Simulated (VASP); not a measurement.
# SnTe (Pm-3m) in VASP: notebook, part 2 of 2

VASP 6.6.1. The steps go on from the part before.

## Step 4: Single point, LDA

Input file INCAR:

```
SYSTEM = SnTe
ADDGRID = .False.
ALGO = Normal
EDIFF = 1E-6
ENCUT = 300
GGA = CA
ISIF = 2
ISMEAR = 0
LASPH = .True.
LCHARG = .False.
LREAL = .False.
LWAVE = .False.
NELM = 100
PREC = Accurate
SIGMA = 0.05
```

Input file KPOINTS:

```
k-points
0
Gamma
  5 5 5
  0 0 0
```

Input file POSCAR:

```
SnTe
1.0
    3.9047000000      0.0000000000      0.0000000000
    0.0000000000      3.9047000000      0.0000000000
    0.0000000000      0.0000000000      3.9047000000
Te Sn
1 1
Direct
    0.5000000000      0.5000000000      0.5000000000
    0.0000000000      0.0000000000      0.0000000000
```

Potentials or basis: VASP PAW LDA potentials, release 64 (Te, Sn_d).

The run is started by

```bash
$ cat potpaw_LDA.64/Te/POTCAR potpaw_LDA.64/Sn_d/POTCAR > POTCAR
$ mpirun -np 1 vasp_std > vasp.out
```

OUTCAR:

```text
SYSTEM = SnTe
   EDIFF = 1E-6
   ENCUT = 300
   GGA = CA
   ISIF = 2
   ISMEAR = 0
   LASPH = .True.
   LREAL = .False.
   NELM = 100
   PREC = Accurate

 Found     10 irreducible k-points:

 Following reciprocal coordinates:
            Coordinates               Weight
  0.000000  0.000000  0.000000      1.000000
  0.200000  0.000000  0.000000      6.000000
  0.400000  0.000000  0.000000      6.000000
  0.200000  0.200000  0.000000     12.000000
  0.400000  0.200000  0.000000     24.000000
  0.400000  0.400000  0.000000     12.000000
   k-points           NKPTS =     10   k-points in BZ     NKDIM =     10   number of bands    NBANDS=     14
   number of dos      NEDOS =    301   number of ions     NIONS =      2
   total plane-waves  NPLWV =  13824
   dimension x,y,z NGX =    24 NGY =   24 NGZ =   24
   dimension x,y,z NGXF=    48 NGYF=   48 NGZF=   48
   ions per type =               1   1
   NGX,Y,Z   is equivalent  to a cutoff of  10.22, 10.22, 10.22 a.u.
   NGXF,Y,Z  is equivalent  to a cutoff of  20.44, 20.44, 20.44 a.u.
 SYSTEM =  SnTe
   PREC   = accura    normal or accurate (medium, high low for compatibility)
   ISTART =      0    job   : 0-new  1-cont  2-samecut
   ICHARG =      2    charge: 1-file 2-atom 10-const
   ISPIN  =      1    spin polarized calculation?
   LNONCOLLINEAR =      F non collinear calculations
   LSORBIT =      F    spin-orbit coupling
   LASPH  =      T    aspherical Exc in radial PAW
   ENCUT  =  300.0 eV  22.05 Ry    4.70 a.u.   5.51  5.51  5.51*2*pi/ulx,y,z
   NELM   =    100;   NELMIN=  2; NELMDL= -5     # of ELM steps
   EDIFF  = 0.1E-05   stopping-criterion for ELM
   LREAL  =      F    real-space projection
   EDIFFG = 0.1E-04   stopping-criterion for IOM
   NSW    =      0    number of steps for IOM
   IBRION =     -1    ionic relax: 0-MD 1-quasi-New 2-CG
   NFREE  =      0    steps in history (QN), initial steepest desc. (CG)
   ISIF   =      2    stress and relaxation
   ISYM   =      2    0-nonsym 1-usesym 2-fastsym
   POTIM  = 0.5000    time-step for ionic-motion
   TEBEG  =    0.0;   TEEND  =   0.0 temperature during run
   PSTRESS=    0.0 pullay stress
   NELECT =      20.0000    total number of electrons
   NUPDOWN=      -1.0000    fix difference up-down
   EMIN   =  10.00;   EMAX   =-10.00  energy-range for DOS
   EFERMI =   0.00;   METHOD = LEGACY
   ISMEAR =     0;   SIGMA  =   0.05  broadening in eV -4-tet -1-fermi 0-gaus
   EFERMI_NEDOS =   21; number of points for ismear=-14 and -15
   IALGO  =     38    algorithm
   IMIX   =      4    mixing-type and parameters
     AMIX     =   0.40;   BMIX     =  1.00
     AMIX_MAG =   1.60;   BMIX_MAG =  1.00
  volume/ion in A,a.u.               =      29.77       200.88
  Fermi-wavevector in a.u.,A,eV,Ry     =   1.138057  2.150615 17.621893  1.295173
  Thomas-Fermi vector in A             =   2.274761
   LORBIT       =      0    0 simple, 1 ext, 2 COOP (PROOUT), +10 PAW based schemes
   GGA     = CA    functional components
   LHFCALC =     F    Hartree Fock is set to
   AEXX    =    0.0000 exact exchange contribution
   IVDW    =     0    specifies the selected vdW correction
   LEPSILON=     F    determine dielectric tensor
   LRPA    =     F    only Hartree local field effects (RPA)
 non-spin polarized calculation
 Gauss-broadening in eV      SIGMA  =   0.05
  energy-cutoff  :      300.00
  volume of cell :       59.53
 maximum number of plane-waves:       739
 NGX is ok and might be reduce to    24
   NGX = 11   NGY = 11   NGZ = 11

 number of electron      20.0000026 magnetization

 Free energy of the ion-electron system (eV)
  ---------------------------------------------------
  ext. energy  EPLUGINS =         0.00000000
  ---------------------------------------------------
  free energy    TOTEN  =        -8.34612037 eV

  energy without entropy =       -8.34373221  energy(sigma->0) =       -8.34492629

 E-fermi :   6.9308     XC(G=0): -10.0884

 val. band max:        6.6911681837   @ k =   0.2000   0.2000   0.0000
 cond. band min:       6.9363921873   @ k =   0.2000   0.2000   0.2000
 fundamental gap:      0.2452240036
 Fermi energy:         6.9308267730

 k-point     1 :       0.0000    0.0000    0.0000
  band No.  band energies     occupation
      1     -14.6454      2.00000
      2     -14.6454      2.00000
      3     -14.6080      2.00000
      4     -14.6080      2.00000
      5     -14.6080      2.00000
      6      -5.4896      2.00000
      7       1.4116      2.00000
      8       5.1183      2.00000
      9       5.1183      2.00000
     10       5.1183      2.00000
     11      10.4706      0.00000
     12      10.4706      0.00000
     13      12.0850      0.00000
     14      12.0850      0.00000

 k-point     2 :       0.2000    0.0000    0.0000
  band No.  band energies     occupation
      1     -14.6445      2.00000
      2     -14.6332      2.00000
      3     -14.6114      2.00000
      4     -14.6114      2.00000
      5     -14.6075      2.00000
      6      -5.1866      2.00000
      7       0.4985      2.00000
      8       5.1639      2.00000
      9       5.4764      2.00000
     10       5.4764      2.00000
     11      10.2694      0.00000
     12      10.8097      0.00000
     13      11.0760      0.00000
     14      11.0760      0.00000

 k-point     3 :       0.4000    0.0000    0.0000
  band No.  band energies     occupation
      1     -14.6437      2.00000
      2     -14.6176      2.00000
      3     -14.6176      2.00000
      4     -14.6144      2.00000
      5     -14.6068      2.00000
      6      -4.4857      2.00000
      7      -1.0553      2.00000
      8       6.0681      2.00000
      9       6.3535      2.00000
     10       6.3535      2.00000
     11       7.8888      0.00000
     12       9.3382      0.00000
     13       9.3382      0.00000
     14      11.7957      0.00000

 k-point     4 :       0.2000    0.2000    0.0000
  band No.  band energies     occupation
      1     -14.6386      2.00000
      2     -14.6271      2.00000
      3     -14.6159      2.00000
      4     -14.6111      2.00000
      5     -14.6109      2.00000
      6      -4.8949      2.00000
      7       0.2509      2.00000
      8       3.6794      2.00000
      9       5.8040      2.00000
     10       6.6912      2.00000
     11       8.3830      0.00000
     12      10.6637      0.00000
     13      11.3536      0.00000
     14      12.2299      0.00000

 k-point     5 :       0.4000    0.2000    0.0000
  band No.  band energies     occupation
      1     -14.6361      2.00000
      2     -14.6230      2.00000
      3     -14.6170      2.00000
      4     -14.6104      2.00000
      5     -14.6099      2.00000
      6      -4.2383      2.00000
      7      -0.7413      2.00000
      8       3.7898      2.00000
      9       5.5842      2.00000
     10       6.5700      2.00000
     11       8.4095      0.00000
     12       9.5480      0.00000
     13      10.2055      0.00000
     14      13.3048      0.00000

 k-point     6 :       0.4000    0.4000    0.0000
  band No.  band energies     occupation
      1     -14.6316      2.00000
      2     -14.6283      2.00000
      3     -14.6162      2.00000
      4     -14.6159      2.00000
      5     -14.5974      2.00000
      6      -3.7334      2.00000
      7      -0.0905      2.00000
      8       2.2837      2.00000
      9       3.2823      2.00000
     10       6.9920      0.08339
     11       9.7100      0.00000
     12       9.9015      0.00000
     13      10.6809      0.00000
     14      13.3283      0.00000

 [... further k-points ...]

------------------------ aborting loop because EDIFF is reached ----------------------------------------

  FORCE on cell =-STRESS in cart. coord.  units (eV):
  Direction    XX          YY          ZZ          XY          YZ          ZX
  --------------------------------------------------------------------------------------
  -------------------------------------------------------------------------------------
  Total       -1.6272125     -1.6272125     -1.6272125     -0.0000000     -0.0000000      0.0000000
  in kB      -43.7917038    -43.7917038    -43.7917038     -0.0000000     -0.0000000      0.0000000
  external PRESSURE =     -43.7917038 kB  Pullay stress =       0.0000000 kB

 VOLUME and BASIS-vectors are now :
 -----------------------------------------------------------------------------
  energy-cutoff  :      300.00
  volume of cell :       59.53
      direct lattice vectors                 reciprocal lattice vectors
     3.904700000  0.000000000  0.000000000     0.256101621  0.000000000  0.000000000
     0.000000000  3.904700000  0.000000000     0.000000000  0.256101621  0.000000000
     0.000000000  0.000000000  3.904700000     0.000000000  0.000000000  0.256101621

 POSITION                                       TOTAL-FORCE (eV/Angst)
 -----------------------------------------------------------------------------------
      1.95235      1.95235      1.95235         0.000000      0.000000      0.000000
      0.00000      0.00000      0.00000         0.000000      0.000000      0.000000
 -----------------------------------------------------------------------------------
    total drift:                                0.000000      0.000000     -0.000000

  FREE ENERGIE OF THE ION-ELECTRON SYSTEM (eV)
  ---------------------------------------------------
  free  energy   TOTEN  =        -8.3461203661 eV

  energy  without entropy=       -8.3437322060  energy(sigma->0) =       -8.34492629
```

OSZICAR:

```text
N       E                     dE             d eps       ncg     rms          rms(c)
DAV:   1     0.997485191826E+02    0.99749E+02   -0.74859E+03   286   0.115E+03
DAV:   2    -0.135254184013E+01   -0.10110E+03   -0.99448E+02   328   0.282E+02
DAV:   3    -0.824383850469E+01   -0.68913E+01   -0.68617E+01   334   0.799E+01
DAV:   4    -0.843400888575E+01   -0.19017E+00   -0.19006E+00   368   0.139E+01
DAV:   5    -0.844068422173E+01   -0.66753E-02   -0.66753E-02   378   0.228E+00    0.443E+00
DAV:   6    -0.835251828702E+01    0.88166E-01   -0.22013E-01   400   0.346E+00    0.288E+00
DAV:   7    -0.834720343982E+01    0.53148E-02   -0.38861E-02   370   0.103E+00    0.946E-01
DAV:   8    -0.834616742184E+01    0.10360E-02   -0.52065E-03   328   0.671E-01    0.140E-01
DAV:   9    -0.834613199653E+01    0.35425E-04   -0.66644E-04   366   0.198E-01    0.523E-02
DAV:  10    -0.834612681220E+01    0.51843E-05   -0.40460E-05   304   0.447E-02    0.405E-02
DAV:  11    -0.834612080734E+01    0.60049E-05   -0.20229E-05   360   0.336E-02    0.217E-02
DAV:  12    -0.834612036610E+01    0.44125E-06   -0.36299E-06   310   0.105E-02
   1 F= -.83461204E+01 E0= -.83449263E+01  d E =-.238816E-02
```

Run time: 3 s. Hardware: 1 thread of AMD EPYC 9R14 (Zen 4), shared host; peak memory 0.09 GiB.

These settings aren't checked as converged: the numbers below hold their error.

What came out:

```
Free energy            : -8.3461 eV
Pressure               : -4.4 GPa
Band gap on the k mesh : none (metal or under the smearing width)
```

## Step 5: Single point, LDA

Changes to INCAR since step 4:

```diff
@@ -4,3 +4,3 @@
 EDIFF = 1E-6
-ENCUT = 300
+ENCUT = 500
 GGA = CA
```

Input file KPOINTS:

```
k-points
0
Gamma
  4 4 4
  0 0 0
```

POSCAR is that of step 4.

The run is started by

```bash
$ cat potpaw_LDA.64/Te/POTCAR potpaw_LDA.64/Sn_d/POTCAR > POTCAR
$ mpirun -np 1 vasp_std > vasp.out
```

Run time: 5.9 s. Hardware: 1 thread of AMD EPYC 9R14 (Zen 4), shared host; peak memory 0.11 GiB.

The run converged, but some of its settings lie outside the range that counts as converged, so its numbers aren't taken as properties of the crystal.

What came out:

- Free energy: -8.1681 eV
- Pressure: -3.8 GPa
- Band gap on the k mesh: none (metal or under the smearing width)

Caveat: the k mesh is coarse (spacing up to 0.40 Å⁻¹), so the values aren't converged.
